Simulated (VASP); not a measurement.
# MgO (Fm-3m) in VASP: notebook, part 2 of 2

VASP 6.6.1. The steps go on from the part before.

## 3. Relaxation of cell and atoms, PBE

This run uses another cell than the first one, of 9.56 Å³/atom, 1.020 times its volume.

File INCAR:

```
SYSTEM = MgO
PREC = Accurate ; ENCUT = 600
EDIFF = 1E-7 ; ISMEAR = 0
SIGMA = 0.03 ; LREAL = .FALSE.
LASPH = .TRUE. ; NELM = 80
ALGO = Normal ; ISIF = 3
LWAVE = .FALSE. ; LCHARG = .FALSE.
GGA = PE ; IBRION = 2
NSW = 90 ; EDIFFG = -0.005
```

File KPOINTS:

```
Automatic mesh
0
G
  12 12 12
  0 0 0
```

File POSCAR:

```
MgO                                     
1.0
   -0.0000000000      2.1224813280      2.1224813280
    2.1224813280      0.0000000000      2.1224813280
    2.1224813280      2.1224813280     -0.0000000000
  Mg              O             
     1     1
Direct
     0.0000000000000000    0.0000000000000000    0.0000000000000000
     0.5000000000000000    0.5000000000000000    0.5000000000000000
```

Potentials or basis: VASP PAW PBE potentials, release 64 (Mg, O).

Started as:

```bash
> cat potpaw_PBE.64/Mg/POTCAR potpaw_PBE.64/O/POTCAR > POTCAR
> mpirun -np 1 vasp_std > vasp.out
```

OUTCAR:

```text
SYSTEM = MgO
   PREC = Accurate
   ENCUT = 600
   EDIFF = 1E-7
   ISMEAR = 0
   LREAL = .FALSE.
   LASPH = .TRUE.
   NELM = 80
   ISIF = 3
   GGA = PE
   IBRION = 2
   NSW = 90
   EDIFFG = -0.005

 ion  position               nearest neighbor table
   1  0.000  0.000  0.000-   2 2.12   2 2.12   2 2.12   2 2.12   2 2.12   2 2.12
   2  0.500  0.500  0.500-   1 2.12   1 2.12   1 2.12   1 2.12   1 2.12   1 2.12

  LATTYP: Found a face centered cubic cell.
[... 458 lines left out ...]

  FORCE on cell =-STRESS in cart. coord.  units (eV):
  Direction    XX          YY          ZZ          XY          YZ          ZX
  --------------------------------------------------------------------------------------
  -------------------------------------------------------------------------------------
  Total       -0.0039471     -0.0039471     -0.0039471      0.0000000      0.0000000      0.0000000
  in kB       -0.3306921     -0.3306921     -0.3306921      0.0000000      0.0000000      0.0000000
  external PRESSURE =      -0.3306921 kB  Pullay stress =       0.0000000 kB

 VOLUME and BASIS-vectors are now :
 -----------------------------------------------------------------------------
  energy-cutoff  :      600.00
  volume of cell :       19.12
      direct lattice vectors                 reciprocal lattice vectors
     0.000000000  2.122481328  2.122481328    -0.235573333  0.235573333  0.235573333
     2.122481328  0.000000000  2.122481328     0.235573333 -0.235573333  0.235573333
     2.122481328  2.122481328  0.000000000     0.235573333  0.235573333 -0.235573333

 POSITION                                       TOTAL-FORCE (eV/Angst)
 -----------------------------------------------------------------------------------
      0.00000      0.00000      0.00000         0.000000      0.000000      0.000000
      2.12248      2.12248      2.12248        -0.000000     -0.000000     -0.000000
 -----------------------------------------------------------------------------------
    total drift:                               -0.000000     -0.000000      0.000000

  FREE ENERGIE OF THE ION-ELECTRON SYSTEM (eV)
  ---------------------------------------------------
  free  energy   TOTEN  =       -11.9149786477 eV

  energy  without entropy=      -11.9149786477  energy(sigma->0) =      -11.91497865

 reached required accuracy - stopping structural energy minimisation
```

OSZICAR:

```text
N       E                     dE             d eps       ncg     rms          rms(c)
DAV:   1     0.187066335651E+02    0.18707E+02   -0.52000E+03  1312   0.100E+03
DAV:   2    -0.129457061278E+02   -0.31652E+02   -0.28779E+02  1408   0.150E+02
DAV:   3    -0.134692950990E+02   -0.52359E+00   -0.52359E+00  1456   0.226E+01
DAV:   4    -0.134702196966E+02   -0.92460E-03   -0.92460E-03  1608   0.896E-01
DAV:   5    -0.134702204490E+02   -0.75232E-06   -0.75232E-06  1488   0.175E-02    0.719E+00
DAV:   6    -0.119366656266E+02    0.15336E+01   -0.10243E+01  1152   0.225E+01    0.232E+00
DAV:   7    -0.119208209942E+02    0.15845E-01   -0.52522E-02  1232   0.276E+00    0.132E+00
DAV:   8    -0.119149876179E+02    0.58334E-02   -0.26277E-02  1152   0.247E+00    0.165E-01
DAV:   9    -0.119148693097E+02    0.11831E-03   -0.48480E-04  1696   0.200E-01    0.741E-02
DAV:  10    -0.119149785539E+02   -0.10924E-03   -0.13473E-04  1184   0.126E-01    0.551E-03
DAV:  11    -0.119149786970E+02   -0.14310E-06   -0.98810E-07  1752   0.930E-03    0.315E-03
DAV:  12    -0.119149786477E+02    0.49319E-07   -0.45808E-07  1208   0.626E-03
   1 F= -.11914979E+02 E0= -.11914979E+02  d E =-.119150E+02
```

Wall time 6.4 s (1 thread of Intel Xeon 6975P-C (Granite Rapids), shared host); peak memory 0.14 GiB.

Results:

| Item | Value |
| --- | --- |
| Free energy | -11.9150 eV |
| Pressure after relaxing | 0.0 GPa |
| Band gap on the k mesh | 4.50 eV, direct |

Final structure:
```
Mg O
1.0
     0.00000    2.12248    2.12248
     2.12248    0.00000    2.12248
     2.12248    2.12248    0.00000
Mg O
1 1
Direct
  0.00000 0.00000 0.00000
  0.50000 0.50000 0.50000
```

Levels at points of the mesh, in eV from the valence-band top:
```
           k point  band 1  band 2  band 3  band 4  band 5  band 6  band 7  band 8
(0.00, 0.00, 0.00)  -17.14    0.00    0.00    0.00    4.50   15.67   15.67   15.67
(0.50, 0.00, 0.00)  -15.92   -4.51   -0.63   -0.63    7.75   12.34   16.07   16.07
(0.50, 0.50, 0.00)  -15.67   -3.99   -1.32   -1.32    9.09    9.72   12.85   18.62
```

Caveat: the relaxation stopped at its first step, so nothing moved.

## 4. Relaxation of cell and atoms, PBE

File INCAR:

```
PREC = Accurate ; ENCUT = 600
EDIFF = 1E-6 ; ISMEAR = 0
SIGMA = 0.03 ; LREAL = F
LASPH = T ; NELM = 80
ALGO = Normal ; ISIF = 3
LWAVE = F ; LCHARG = F
GGA = PE ; IBRION = 2
NSW = 90 ; EDIFFG = -0.01
```

File KPOINTS:

```
Automatic mesh
0
Gamma
  12 12 12
```

File POSCAR:

```
MgO
1.0
    0.0000000000      2.1085000000      2.1085000000
    2.1085000000      0.0000000000      2.1085000000
    2.1085000000      2.1085000000      0.0000000000
Mg O
1 1
Direct
    0.0000000000      0.0000000000      0.0000000000
    0.5000000000      0.5000000000      0.5000000000
```

Started as:

```bash
> cat potpaw_PBE.64/Mg/POTCAR potpaw_PBE.64/O/POTCAR > POTCAR
> mpirun -np 1 vasp_std > vasp.out
```

Wall time 7.9 s (1 thread of Intel Xeon 6975P-C (Granite Rapids), shared host); peak memory 0.14 GiB.

The run converged. Its results:

```yaml
Free_energy: -11.9141 eV
Relaxed_volume: 9.56 Å³/atom
Relaxed_cell: a = 3.002 Å, b = 3.002 Å, c = 3.002 Å, α = 60.00°, β = 60.00°, γ = 60.00°
Space_group_after_relaxing_to_0.05_Å: Fm-3m (No. 225)
Energy_gained_by_relaxing: 1.8 meV/atom
Ionic_steps: 3
Pressure_after_relaxing: 0.0 GPa
Band_gap_on_the_k_mesh: 4.50 eV, direct
```

The path:
| step | energy change (eV) | largest force (eV/Å) | pressure (GPa) | volume (Å³) |
| --- | --- | --- | --- | --- |
| 1 | 0.0000 | 0.0000 | 3.09 | 18.75 |
| 2 | -0.0032 | 0.0000 | -0.93 | 19.24 |
| 3 | -0.0036 | 0.0000 | -0.01 | 19.12 |

Final structure:
```
Mg O
1.0
     0.00000    2.12248    2.12248
     2.12248    0.00000    2.12248
     2.12248    2.12248    0.00000
Mg O
1 1
Direct
  0.00000 0.00000 0.00000
  0.50000 0.50000 0.50000
```

Levels at points of the mesh, in eV from the valence-band top:
| k point | band 1 | band 2 | band 3 | band 4 | band 5 | band 6 | band 7 | band 8 |
| --- | --- | --- | --- | --- | --- | --- | --- | --- |
| (0.00, 0.00, 0.00) | -17.14 | 0.00 | 0.00 | 0.00 | 4.50 | 15.67 | 15.67 | 15.67 |
| (0.50, 0.00, 0.00) | -15.92 | -4.51 | -0.63 | -0.63 | 7.75 | 12.34 | 16.07 | 16.07 |
| (0.50, 0.50, 0.00) | -15.67 | -3.99 | -1.32 | -1.32 | 9.09 | 9.72 | 12.85 | 18.62 |

A k mesh can miss the band edges. PBE usually gives volumes a little too large and moduli too small.

## 5. Relaxation of cell and atoms, PBE

This run uses another cell than the first one, of 9.56 Å³/atom, 1.020 times its volume.

File INCAR:

```
PREC = Accurate ; ENCUT = 600
EDIFF = 1E-7 ; ISMEAR = 0
SIGMA = 0.03 ; LREAL = F
LASPH = T ; NELM = 80
ALGO = Normal ; ISIF = 3
LWAVE = F ; LCHARG = F
GGA = PE ; IBRION = 2
NSW = 90 ; EDIFFG = -0.005
```

KPOINTS is that of step 4.

File POSCAR:

```
MgO                                     
1.0
   -0.0000000000      2.1224813280      2.1224813280
    2.1224813280      0.0000000000      2.1224813280
    2.1224813280      2.1224813280     -0.0000000000
  Mg              O             
     1     1
Direct
     0.0000000000000000    0.0000000000000000    0.0000000000000000
     0.5000000000000000    0.5000000000000000    0.5000000000000000
```

Started as:

```bash
> cat potpaw_PBE.64/Mg/POTCAR potpaw_PBE.64/O/POTCAR > POTCAR
> mpirun -np 1 vasp_std > vasp.out
```

Wall time 4.3 s (1 thread of Intel Xeon 6975P-C (Granite Rapids), shared host); peak memory 0.14 GiB.

It converged, with:

| Quantity | Value |
| --- | --- |
| Free energy | -11.9150 eV |
| Pressure after relaxing | 0.0 GPa |
| Band gap on the k mesh | 4.50 eV, direct |

Final structure:
```yaml
crystal:
  lattice:
    - [0.00000, 2.12248, 2.12248]
    - [2.12248, 0.00000, 2.12248]
    - [2.12248, 2.12248, 0.00000]
  atoms:
    - { symbol: Mg, position: [0.00000, 0.00000, 0.00000] }
    - { symbol: O, position: [0.50000, 0.50000, 0.50000] }
```

Levels at points of the mesh, in eV from the valence-band top:
```
           k point  band 2  band 3  band 4  band 5  band 6  band 7
(0.00, 0.00, 0.00)    0.00    0.00    0.00    4.50   15.67   15.67
(0.50, 0.00, 0.00)   -4.51   -0.63   -0.63    7.75   12.34   16.07
(0.50, 0.50, 0.00)   -3.99   -1.32   -1.32    9.09    9.72   12.85
```

Caveat: the relaxation stopped at its first step, so nothing moved. A k mesh can miss the band edges.
